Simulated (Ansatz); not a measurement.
# GaP (rocksalt type): the cost of one run

Computed with Ansatz 0.2.0 (DFT, PBE, all-electron LAPW, scalar-relativistic, unless a step's input says otherwise).

## 1. The starting structure

The structure is cubic, space group Fm-3m (No. 225). Conventional cell: a = 5.037 Å, b = 5.037 Å, c = 5.037 Å, α = 90.00°, β = 90.00°, γ = 90.00°. Ga (site symmetry m-3m) is surrounded by 6 P at 2.52 Å. P (site symmetry m-3m) has 6 Ga at 2.52 Å as nearest neighbours.

Structure file:

```
Ga P
1.0
     0.00000    2.51845    2.51845
     2.51845    0.00000    2.51845
     2.51845    2.51845    0.00000
Ga P
1 1
Direct
  0.00000 0.00000 0.00000
  0.50000 0.50000 0.50000
```

Atoms are numbered in the order of the input: Ga1, P2.

## 2. Rocksalt relaxed under pressure, LAPW

Input file input.yaml:

```yaml
crystal:
  lattice:
    - [0.0, 2.5184537339, 2.5184537339]
    - [2.5184537339, 0.0, 2.5184537339]
    - [2.5184537339, 2.5184537339, 0.0]
  atoms:
    - { symbol: Ga, position: [0.0, 0.0, 0.0] }
    - { symbol: P, position: [0.5, 0.5, 0.5] }
kpoints:
  mp_grid: { grid: [14, 14, 14] }
scf:
  occupations: { method: fermi_dirac, width: 0.1 }
hamiltonian:
  xc: pbe
  pseudopotentials: { kind: all_electron, lapw: { basis_error: 0.0005 } }
output:
  forces: true
  stress: true
  eigenvalues: true
relax:
  f_tol: 0.005
  max_steps: 12
  cell: { p_target: 7.5, stress_tol: 0.03 }
```

Launch:

```bash
$ ansatz run input.yaml --threads 1 --pin off --max-ram 3584MiB --backend cpu --events-out ev --progress --plain --runs-dir out
```

Q: Estimate wall time and peak memory on 1 thread of Arm Neoverse V2, shared host.

About 27 s, with a peak of 0.46 GiB.
